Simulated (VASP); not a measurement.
Set up this calculation in VASP 6.6.1, as the native input.

```
Task                   : single point
Functional             : PBEsol
Potentials or basis    : VASP PAW PBE potentials, release 64 (Pb_d)
Cutoff                 : 520 eV
k mesh                 : 6 × 6 × 6
Occupations            : gaussian, width 0.1 eV
Spin                   : no spin polarisation
Dipole correction      : no
Further INCAR settings : ALGO = Normal; EDIFF = 1e-06; NBANDS = 96
```

The structure of Pb lies in POSCAR:

```
Pb
1.0
    7.5220070164      0.0000000000      0.0000000000
    0.0000000000      7.5220070164      0.0000000000
    0.0000000000      0.0000000000      6.6939831340
Pb
12
Direct
    0.3481976731      0.3482620635      0.5000000000
    0.1518023269      0.8482620635      0.5000000000
    0.6518023269      0.6517379365      0.5000000000
    0.8481976731      0.1517379365      0.5000000000
    0.6517379365      0.3481976731      0.0000000000
    0.8482620635      0.8481976731      0.0000000000
    0.3482620635      0.6518023269      0.0000000000
    0.1517379365      0.1518023269      0.0000000000
    0.0000000000      0.5000000000      0.7500000000
    0.5000000000      0.0000000000      0.7500000000
    0.0000000000      0.5000000000      0.2500000000
    0.5000000000      0.0000000000      0.2500000000
```

This isn't the form of Pb at room conditions, which is fcc.

These files were run (other wordings do the same):

INCAR

```
SYSTEM = Pb
PREC     = Accurate       ! precision mode
ENCUT    = 520            ! plane-wave cutoff, eV
EDIFF    = 1E-6           ! SCF threshold, eV
ISMEAR   = 0              ! smearing method
SIGMA    = 0.1            ! smearing width, eV
LREAL    = .False.        ! projectors in reciprocal space
LASPH    = .True.         ! aspherical terms in the spheres
NELM     = 100            ! most SCF steps
ALGO     = Normal         ! electronic algorithm
ISIF     = 2              ! what is computed and relaxed
LWAVE    = .False.        ! write WAVECAR
LCHARG   = .False.        ! write CHGCAR
GGA      = PS             ! functional
NBANDS   = 96             ! bands
```

KPOINTS

```
regular mesh
0
Gamma
  6 6 6
  0 0 0
```

Potentials or basis: VASP PAW PBE potentials, release 64 (Pb_d).

The run is started by

```bash
$ cat potpaw_PBE.64/Pb_d/POTCAR > POTCAR
$ mpirun -np 1 vasp_std > vasp.out
```

It gave:

- Pressure: -0.1 GPa
- Band gap on the k mesh: none (metal or under the smearing width)

Caveat: the PAW data sets were made with another functional, which shifts forces and pressure a little.

It took 16 min on 1 thread of Intel(R) Xeon(R) 6975P-C (Granite Rapids) (shared host), peak memory 1 GiB.
